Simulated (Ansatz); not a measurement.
# Ti (Im-3m), comparing deformations

Level of theory: Ansatz 0.2.0, DFT r2SCAN, scalar-relativistic, plane waves, PAW. Cutoff 500 eV, Γ-centred 26×26×26 k-points, Gaussian smearing of 0.15 eV. No spin polarisation. Energies are free energies at this smearing, counted from the undisturbed cell; pressure is positive in compression.

The undisturbed cell (relaxed at this level; with this scan's settings it stands at 0.1 GPa; this bcc form isn't the usual structure):

```yaml
crystal:
  lattice:
    - [-1.62589, 1.62589, 1.62589]
    - [1.62589, -1.62589, 1.62589]
    - [1.62589, 1.62589, -1.62589]
  atoms:
    - { symbol: Ti, position: [0.00000, 0.00000, 0.00000] }
```

The cell is strained by ε times a Voigt pattern (xx, yy, zz, yz, xz, xy; engineering shear) with fractional coordinates fixed. τ = (1/V0) dE/dε comes from the stress tensor. Of each scan, only the three points used here are listed.

| pattern | ε | τ (GPa) |
| --- | --- | --- |
| (0, 1, 0, 0, 0, 0) | -0.0250 | -2.40 |
| (0, 1, 0, 0, 0, 0) | 0.0000 | -0.13 |
| (0, 1, 0, 0, 0, 0) | 0.0250 | 1.88 |
| (1, 0, 0, 0, 0, 0) | -0.0250 | -2.40 |
| (1, 0, 0, 0, 0, 0) | 0.0000 | -0.13 |
| (1, 0, 0, 0, 0, 0) | 0.0250 | 1.88 |
| (1, 1, 0, 0, 0, 0) | -0.0250 | -11.71 |
| (1, 1, 0, 0, 0, 0) | 0.0000 | -0.25 |
| (1, 1, 0, 0, 0, 0) | 0.0250 | 9.32 |
| (0, 0, 1, 0, 0, 0) | -0.0250 | -2.40 |
| (0, 0, 1, 0, 0, 0) | 0.0000 | -0.13 |
| (0, 0, 1, 0, 0, 0) | 0.0250 | 1.88 |

Which constants do the scans give, and which deformation costs least for the same size of strain tensor?

The slope dτ/dε at zero (parabola through three points) is pᵀCp: (0, 1, 0, 0, 0, 0) gives C11 = 86 GPa; (1, 0, 0, 0, 0, 0) gives C11 = 86 GPa; (1, 1, 0, 0, 0, 0) gives 2(C11 + C12) = 420 GPa; (0, 0, 1, 0, 0, 0) gives C11 = 86 GPa. The size of the strain tensor, ε:ε, is ε² times 1.0, 1.0, 2.0, 1.0. Per unit of it the stiffnesses are 86, 86, 210, 86 GPa, so (0, 1, 0, 0, 0, 0) is the softest of these, level with (0, 0, 1, 0, 0, 0) (alike by symmetry): at ε:ε = (1 %)² the quadratic term costs 0.46 meV/atom against 1.13 for the stiffest.

In a metal these slopes depend on the k mesh and the smearing.